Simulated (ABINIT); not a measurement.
AlN:

```
Al N
1.0
     0.00000    2.18399    2.18399
     2.18399    0.00000    2.18399
     2.18399    2.18399    0.00000
Al N
1 1
Direct
  0.00000 0.00000 0.00000
  0.25000 0.25000 0.25000
```

Measurements of this composition are mostly on another form, of space group No. 186.

Base run:

| Item | Value |
| --- | --- |
| Program | ABINIT 10.8.3 (patched build) |
| Functional | LDA |
| Potentials or basis | PseudoDojo NC SR LDA v0.4.1 standard |
| Cutoff | 1143 eV |
| k mesh | 8 × 8 × 8 |
| Occupations | fermi-dirac, width 0.05 eV |
| Spin | no spin polarisation |

Its results: band gap on the k mesh 3.26 eV, indirect (least direct gap 4.24 eV); pressure -4.8 GPa.

Problem. The run is repeated on the same cell with these changes: cutoff from 1143 eV to 980 eV. What comes out?

Solution. Band gap on the k mesh 3.26 eV, indirect (least direct gap 4.24 eV); pressure -5.3 GPa.

A k mesh can miss the band edges.

Not every run made on this cell is shown here.
